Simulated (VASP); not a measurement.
# PtSe2 (P-3m1) in VASP: further runs

One crystal, PtSe2, is run at these levels: PBEsol+U; tasks: single point.

Everything below comes from runs of VASP 6.6.1. Logs are shortened: lines on timing, memory, paths and dates and some standing lists are left out, and cuts for length are marked.

**1. The structure**

The structure is trigonal, space group P-3m1 (No. 164). Conventional cell: a = 3.724 Å, b = 3.724 Å, c = 5.062 Å, α = 90.00°, β = 90.00°, γ = 120.00°. Pt (site symmetry -3m) is surrounded by 6 Se at 2.49 Å. Se (site symmetry 3m) has 3 Pt at 2.49 Å as nearest neighbours.

**2. Single point, PBEsol+U, collinear spin, ferromagnetic start**

INCAR reads:

```
SYSTEM = PtSe2
PREC     = Accurate       ! precision mode
ENCUT    = 520            ! plane-wave cutoff, eV
EDIFF    = 1E-6           ! SCF threshold, eV
ISMEAR   = 0              ! smearing method
SIGMA    = 0.05           ! smearing width, eV
LREAL    = .FALSE.        ! projectors in reciprocal space
LASPH    = .TRUE.         ! aspherical terms in the spheres
NELM     = 60             ! most SCF steps
ALGO     = Fast           ! electronic algorithm
ISIF     = 2              ! what is computed and relaxed
LWAVE    = .FALSE.        ! write WAVECAR
LCHARG   = .FALSE.        ! write CHGCAR
ISPIN    = 2              ! spin polarisation
MAGMOM   = 0.5 0.5 0 0 0 0 ! initial moments
LORBIT   = 11             ! projections on sites
LMAXMIX  = 4              ! l up to which the mixer works
LDAU     = .TRUE.         ! DFT+U
LDAUTYPE = 2            
LDAUL    = 2 -1           ! shell
LDAUU    = 2 0            ! U, eV
LDAUJ    = 0 0          
LDAUPRINT= 1            
GGA      = PS             ! functional
NBANDS   = 35             ! bands
```

KPOINTS reads:

```
regular mesh
0
G
  7 7 4
  0 0 0
```

POSCAR reads:

```
PtSe2
1.0
    3.7240002900      0.0000000000      0.0000000000
   -1.8620001500      3.2250788600      5.0619995800
    0.0000000000      0.0000000000     10.1239991600
Pt Se
2 4
Direct
    0.0000000000      0.0000000000      0.0000000000
    0.0000000000      0.0000000000      0.5000000000
    0.3333333333      0.6666666667      0.7916666667
    0.6666666667      0.3333333333      0.2083333334
    0.3333333333      0.6666666667      0.2916666666
    0.6666666667      0.3333333333      0.7083333334
```

Potentials or basis: VASP PAW PBE potentials, release 64 (Pt, Se).

On the command line:

```bash
$ cat potpaw_PBE.64/Pt/POTCAR potpaw_PBE.64/Se/POTCAR > POTCAR
$ mpirun -np 1 vasp_std > vasp.out
```

OUTCAR:

```text
SYSTEM = PtSe2
   PREC = Accurate
   ENCUT = 520
   EDIFF = 1E-6
   ISMEAR = 0
   LREAL = .FALSE.
   LASPH = .TRUE.
   NELM = 60
   ISIF = 2
   ISPIN = 2
   LORBIT = 11
   GGA = PS

 ion  position               nearest neighbor table
   1  0.000  0.000  0.000-   6 2.49   5 2.49   6 2.49   5 2.49   4 2.49   3 2.49
   2  0.000  0.000  0.500-   4 2.49   3 2.49   4 2.49   3 2.49   6 2.49   5 2.49
   3  0.333  0.667  0.792-   2 2.49   2 2.49   1 2.49
   4  0.667  0.333  0.208-   2 2.49   2 2.49   1 2.49
   5  0.333  0.667  0.292-   1 2.49   1 2.49   2 2.49
   6  0.667  0.333  0.708-   1 2.49   1 2.49   2 2.49

  LATTYP: Found a body centered orthorhombic cell.
 ALAT       =     3.7240002900
 B/A-ratio  =     1.7320508103
 C/A-ratio  =     2.7185817324

  Lattice vectors:

 A1 = (   1.8620001400,   3.2250788600,  -5.0619995800)
 A2 = (  -1.8620001400,  -3.2250788600,  -5.0619995800)
 A3 = (  -1.8620001500,   3.2250788600,   5.0619995800)

Analysis of symmetry for initial positions (statically):
=====================================================================
 Subroutine PRICEL returns following result:

  LATTYP: Found a hexagonal cell.
 ALAT       =     3.7240002920
 C/A-ratio  =     1.3592908655
[... 12 lines left out ...]
 Subroutine GETGRP returns: Found  4 space group operations
 (whereof  4 operations were pure point group operations)
 out of a pool of  8 trial point group operations.

The static configuration has the point symmetry C_2h.

Analysis of symmetry for dynamics (positions and initial velocities):
=====================================================================
 Subroutine PRICEL returns following result:

  LATTYP: Found a hexagonal cell.
 ALAT       =     3.7240002920
 C/A-ratio  =     1.3592908655
[... 12 lines left out ...]
 Subroutine GETGRP returns: Found  4 space group operations
 (whereof  4 operations were pure point group operations)
 out of a pool of  8 trial point group operations.

The dynamic configuration has the point symmetry C_2h.

Analysis of structural, dynamic, and magnetic symmetry:
=====================================================================
 Subroutine PRICEL returns following result:

  LATTYP: Found a hexagonal cell.
 ALAT       =     3.7240002920
 C/A-ratio  =     1.3592908655
[... 12 lines left out ...]
 Subroutine GETGRP returns: Found  4 space group operations
 (whereof  4 operations were pure point group operations)
 out of a pool of  8 trial point group operations.

The overall configuration has the point symmetry C_2h.

 Subroutine INISYM returns: Found  4 space group operations
 (whereof  4 operations are pure point group operations),
 and found     2 'primitive' translations

----------------------------------------------------------------------------------------

                                     Primitive cell

  volume of cell :      60.7956

  direct lattice vectors                    reciprocal lattice vectors
    -1.862000140 -3.225078860  0.000000000     0.000000000 -0.310069937  0.000000000
     3.724000290  0.000000000  0.000000000     0.268528443 -0.155034968  0.000000000
     0.000000000  0.000000000  5.061999580     0.000000000  0.000000000  0.197550392

  length of vectors
[... 175 lines left out ...]
  o =  0.7018  v =  0.0000  0.0000  0.0000  0.0000  0.0000  0.5977  0.0000 -0.0000 -0.8018 -0.0000      0.0000  0.0000  0.0000  0.0000  0.0000  0.0000  0.0000  0.0000  0.0000  0.0000
  o =  0.7019  v =  0.5976  0.0000 -0.0000 -0.8018 -0.0000  0.0000  0.0000  0.0000  0.0000  0.0000      0.0000  0.0000  0.0000  0.0000  0.0000  0.0000  0.0000  0.0000  0.0000  0.0000
  o =  0.9035  v =  0.0000  0.0000  0.0000  0.0000  0.0000 -0.0000  0.0202  0.9994 -0.0000  0.0292      0.0000  0.0000  0.0000  0.0000  0.0000  0.0000  0.0000  0.0000  0.0000  0.0000
  o =  0.9037  v =  0.0000 -0.0200 -0.9994  0.0000 -0.0290  0.0000  0.0000  0.0000  0.0000  0.0000      0.0000  0.0000  0.0000  0.0000  0.0000  0.0000  0.0000  0.0000  0.0000  0.0000
  o =  0.9067  v =  0.0000  0.0000  0.0000  0.0000  0.0000  0.8018  0.0000 -0.0000  0.5977  0.0000      0.0000  0.0000  0.0000  0.0000  0.0000  0.0000  0.0000  0.0000  0.0000  0.0000
  o =  0.9068  v =  0.0000  0.0000  0.0000  0.0000  0.0000 -0.0000  0.5976 -0.0354 -0.0000  0.8010      0.0000  0.0000  0.0000  0.0000  0.0000  0.0000  0.0000  0.0000  0.0000  0.0000
  o =  0.9069  v =  0.8018  0.0000 -0.0000  0.5976  0.0000  0.0000  0.0000  0.0000  0.0000  0.0000      0.0000  0.0000  0.0000  0.0000  0.0000  0.0000  0.0000  0.0000  0.0000  0.0000
  o =  0.9069  v =  0.0000 -0.5976  0.0352  0.0000 -0.8010  0.0000  0.0000  0.0000  0.0000  0.0000      0.0000  0.0000  0.0000  0.0000  0.0000  0.0000  0.0000  0.0000  0.0000  0.0000

atom =   2  type =  1  l = 2

 onsite density matrix

spin component  1

  0.8336  0.0000  0.0000  0.0982 -0.0000
  0.0000  0.7748 -0.0003 -0.0000  0.0985
  0.0000 -0.0003  0.9037  0.0000  0.0001
  0.0982 -0.0000  0.0000  0.7751 -0.0000
 -0.0000  0.0985  0.0001 -0.0000  0.8334

spin component  2

  0.8335  0.0000  0.0000  0.0982 -0.0000
  0.0000  0.7747 -0.0003 -0.0000  0.0985
  0.0000 -0.0003  0.9036  0.0000  0.0001
  0.0982 -0.0000  0.0000  0.7750 -0.0000
 -0.0000  0.0985  0.0001 -0.0000  0.8333

 occupancies and eigenvectors

  o =  0.7013  v =  0.0000  0.0000  0.0000  0.0000  0.0000 -0.0000  0.8016  0.0013  0.0000 -0.5979      0.0000  0.0000  0.0000  0.0000  0.0000  0.0000  0.0000  0.0000  0.0000  0.0000
  o =  0.7014  v =  0.0000 -0.8016 -0.0013 -0.0000  0.5979  0.0000  0.0000  0.0000  0.0000  0.0000      0.0000  0.0000  0.0000  0.0000  0.0000  0.0000  0.0000  0.0000  0.0000  0.0000
  o =  0.7018  v =  0.0000  0.0000  0.0000  0.0000  0.0000  0.5977  0.0000 -0.0000 -0.8018 -0.0000      0.0000  0.0000  0.0000  0.0000  0.0000  0.0000  0.0000  0.0000  0.0000  0.0000
  o =  0.7019  v =  0.5976  0.0000 -0.0000 -0.8018 -0.0000  0.0000  0.0000  0.0000  0.0000  0.0000      0.0000  0.0000  0.0000  0.0000  0.0000  0.0000  0.0000  0.0000  0.0000  0.0000
  o =  0.9035  v =  0.0000  0.0000  0.0000  0.0000  0.0000 -0.0000  0.0202  0.9994 -0.0000  0.0292      0.0000  0.0000  0.0000  0.0000  0.0000  0.0000  0.0000  0.0000  0.0000  0.0000
  o =  0.9037  v =  0.0000 -0.0200 -0.9994  0.0000 -0.0290  0.0000  0.0000  0.0000  0.0000  0.0000      0.0000  0.0000  0.0000  0.0000  0.0000  0.0000  0.0000  0.0000  0.0000  0.0000
  o =  0.9067  v =  0.0000  0.0000  0.0000  0.0000  0.0000  0.8018  0.0000 -0.0000  0.5977  0.0000      0.0000  0.0000  0.0000  0.0000  0.0000  0.0000  0.0000  0.0000  0.0000  0.0000
  o =  0.9068  v =  0.0000  0.0000  0.0000  0.0000  0.0000 -0.0000  0.5976 -0.0354 -0.0000  0.8010      0.0000  0.0000  0.0000  0.0000  0.0000  0.0000  0.0000  0.0000  0.0000  0.0000
  o =  0.9069  v =  0.8018  0.0000 -0.0000  0.5976  0.0000  0.0000  0.0000  0.0000  0.0000  0.0000      0.0000  0.0000  0.0000  0.0000  0.0000  0.0000  0.0000  0.0000  0.0000  0.0000
  o =  0.9069  v =  0.0000 -0.5976  0.0352  0.0000 -0.8010  0.0000  0.0000  0.0000  0.0000  0.0000      0.0000  0.0000  0.0000  0.0000  0.0000  0.0000  0.0000  0.0000  0.0000  0.0000

 number of electron      43.9999998 magnetization       0.0000046

 Free energy of the ion-electron system (eV)
  ---------------------------------------------------
  ext. energy  EPLUGINS =         0.00000000
  ---------------------------------------------------
  free energy    TOTEN  =       -28.97431183 eV

  energy without entropy =      -28.97210339  energy(sigma->0) =      -28.97320761

 E-fermi :   6.3100     XC(G=0): -10.7957

 val. band max:        6.2927009087   @ k =   0.0000   0.4286   0.5000
 cond. band min:       6.3256149529   @ k =   0.4286   0.2857   0.0000
 fundamental gap:      0.0329140442
 Fermi energy:         6.3099622485

 spin component 1

 k-point     1 :       0.0000    0.0000    0.0000
  band No.  band energies     occupation
      1      -9.3576      1.00000
      2      -7.6571      1.00000
      3      -7.1852      1.00000
      4      -6.5278      1.00000
      5      -1.4488      1.00000
      6      -1.0212      1.00000
[... 1769 lines left out ...]
     33      14.2506      0.00000
     34      15.9842      0.00000

 [... further k-points ...]

 [bands above 34 left out]

------------------------ aborting loop because EDIFF is reached ----------------------------------------

  FORCE on cell =-STRESS in cart. coord.  units (eV):
  Direction    XX          YY          ZZ          XY          YZ          ZX
  --------------------------------------------------------------------------------------
  -------------------------------------------------------------------------------------
  Total        1.0421445      0.9844474      0.2834479     -0.0000000     -0.0132312      0.0000000
  in kB       13.7320823     12.9718215      3.7349232     -0.0000000     -0.1743444      0.0000000
  external PRESSURE =      10.1462756 kB  Pullay stress =       0.0000000 kB

 VOLUME and BASIS-vectors are now :
 -----------------------------------------------------------------------------
  energy-cutoff  :      520.00
  volume of cell :      121.59
      direct lattice vectors                 reciprocal lattice vectors
     3.724000290  0.000000000  0.000000000     0.268528443  0.155034969  0.000000000
    -1.862000150  3.225078860  5.061999580     0.000000000  0.310069937  0.000000000
     0.000000000  0.000000000 10.123999160     0.000000000 -0.155034969  0.098775196

 POSITION                                       TOTAL-FORCE (eV/Angst)
 -----------------------------------------------------------------------------------
      0.00000      0.00000      0.00000         0.000000      0.000000      0.000000
      0.00000      0.00000      5.06200         0.000000      0.000000      0.000000
     -0.00000      2.15005     11.38950         0.000000     -0.001101      0.234381
      1.86200      1.07503      3.79650        -0.000000      0.001101     -0.234381
     -0.00000      2.15005      6.32750         0.000000     -0.001101      0.234381
      1.86200      1.07503      8.85850        -0.000000      0.001101     -0.234381
 -----------------------------------------------------------------------------------
    total drift:                                0.000000      0.000000     -0.000000

  FREE ENERGIE OF THE ION-ELECTRON SYSTEM (eV)
  ---------------------------------------------------
  free  energy   TOTEN  =       -28.9743118256 eV

  energy  without entropy=      -28.9721033920  energy(sigma->0) =      -28.97320761

 total charge

# of ion       s       p       d       tot
------------------------------------------
    1        0.674   0.711   8.185   9.570
    2        0.674   0.711   8.185   9.570
    3        1.486   2.223   0.068   3.778
    4        1.486   2.223   0.068   3.778
    5        1.486   2.223   0.068   3.778
    6        1.486   2.223   0.068   3.778
--------------------------------------------------
tot          7.293  10.315  16.643  34.251

 magnetization (x)

# of ion       s       p       d       tot
------------------------------------------
    1       -0.000  -0.000   0.000   0.000
    2       -0.000  -0.000   0.000   0.000
    3        0.000   0.000  -0.000   0.000
    4        0.000   0.000  -0.000   0.000
    5        0.000   0.000  -0.000   0.000
    6        0.000   0.000  -0.000   0.000
--------------------------------------------------
tot         -0.000  -0.000   0.000   0.000
```

Run time: 23 min. Hardware: 1 thread of Intel Xeon Platinum 8488C (Sapphire Rapids), shared host; peak memory 0.63 GiB.

Results:

| Item | Value |
| --- | --- |
| Free energy | -28.9743 eV |
| Pressure | 1.0 GPa |
| Largest force | 0.234 eV/Å |
| Band gap on the k mesh | none (metal or under the smearing width) |
| Net moment | 0.00 μB per cell |
| Valence electrons inside the program's atomic spheres | Pt 9.57; Se 3.78 |

Forces in eV/Å, atoms in the order of the input:
```
Pt   0.000  0.000  0.000
Pt   0.000  0.000  0.000
Se   0.000 -0.001  0.234
Se   0.000  0.001 -0.234
Se   0.000 -0.001  0.234
Se   0.000  0.001 -0.234
```

Stress tensor (GPa, compression positive):
```
 1.37  0.00  0.00
 0.00  1.30 -0.02
 0.00 -0.02  0.37
```

Eigenvalues of the final occupation matrices:
| site | spin | trace | eigenvalues |
| --- | --- | --- | --- |
| site 1 d | 1 | 4.12 | 0.70 0.70 0.90 0.91 0.91 |
| site 1 d | 2 | 4.12 | 0.70 0.70 0.90 0.91 0.91 |
| site 2 d | 1 | 4.12 | 0.70 0.70 0.90 0.91 0.91 |
| site 2 d | 2 | 4.12 | 0.70 0.70 0.90 0.91 0.91 |

Caveat: the PAW data sets were made with another functional, which shifts forces and pressure a little. The state reached can hang on the start; a lower one may exist.

**3. Single point, PBEsol+U, collinear spin, antiferromagnetic start**

Changes to INCAR since step 2:

```diff
@@ -14,3 +14,3 @@
 ISPIN    = 2              ! spin polarisation
-MAGMOM   = 0.5 0.5 0 0 0 0 ! initial moments
+MAGMOM   = 0.5 -0.5 0 0 0 0 ! initial moments
 LORBIT   = 11             ! projections on sites
```

KPOINTS is that of step 2.

POSCAR is that of step 2.

Potentials or basis: VASP PAW PBE potentials, release 64 (Pt, Se).

On the command line:

```bash
$ cat potpaw_PBE.64/Pt/POTCAR potpaw_PBE.64/Se/POTCAR > POTCAR
$ mpirun -np 1 vasp_std > vasp.out
```

Wall time 17 min (1 thread of Intel Xeon Platinum 8488C (Sapphire Rapids), shared host); peak memory 0.63 GiB.

The run converged. Its results:

| Quantity | Value |
| --- | --- |
| Free energy | -28.9743 eV |
| Pressure | 1.0 GPa |
| Largest force | 0.234 eV/Å |
| Band gap on the k mesh | none (metal or under the smearing width) |
| Net moment | 0.00 μB per cell |
| Valence electrons inside the program's atomic spheres | Pt 9.57; Se 3.78 |

Forces in eV/Å, atoms in the order of the input:
```
Pt   0.000  0.000  0.000
Pt   0.000  0.000  0.000
Se   0.000 -0.001  0.234
Se   0.000  0.001 -0.234
Se   0.000 -0.001  0.234
Se   0.000  0.001 -0.234
```

Stress tensor (GPa, compression positive):
```
 1.37  0.00  0.00
 0.00  1.30 -0.02
 0.00 -0.02  0.37
```

Levels at points of the mesh, in eV from the Fermi level:
Spin up:
| k point | band 18 | band 19 | band 20 | band 21 | band 22 | band 23 | band 24 | band 25 | band 26 | band 27 |
| --- | --- | --- | --- | --- | --- | --- | --- | --- | --- | --- |
| (0.00, 0.00, 0.00) | -2.78 | -1.32 | -0.99 | -0.99 | 0.46 | 0.97 | 1.44 | 1.44 | 1.49 | 3.58 |
| (0.00, 0.00, 0.50) | -2.30 | -2.11 | -2.11 | -1.90 | -1.90 | 1.60 | 1.60 | 1.95 | 1.95 | 5.26 |
Spin down:
| k point | band 18 | band 19 | band 20 | band 21 | band 22 | band 23 | band 24 | band 25 | band 26 | band 27 |
| --- | --- | --- | --- | --- | --- | --- | --- | --- | --- | --- |
| (0.00, 0.00, 0.00) | -2.78 | -1.32 | -0.99 | -0.99 | 0.46 | 0.97 | 1.44 | 1.44 | 1.49 | 3.58 |
| (0.00, 0.00, 0.50) | -2.30 | -2.11 | -2.11 | -1.90 | -1.90 | 1.60 | 1.60 | 1.95 | 1.95 | 5.26 |

Eigenvalues of the final occupation matrices:
```
    site  spin  trace               eigenvalues
site 1 d     1   4.12  0.70 0.70 0.90 0.91 0.91
site 1 d     2   4.12  0.70 0.70 0.90 0.91 0.91
site 2 d     1   4.12  0.70 0.70 0.90 0.91 0.91
site 2 d     2   4.12  0.70 0.70 0.90 0.91 0.91
```

Caveat: the PAW data sets were made with another functional, which shifts forces and pressure a little.
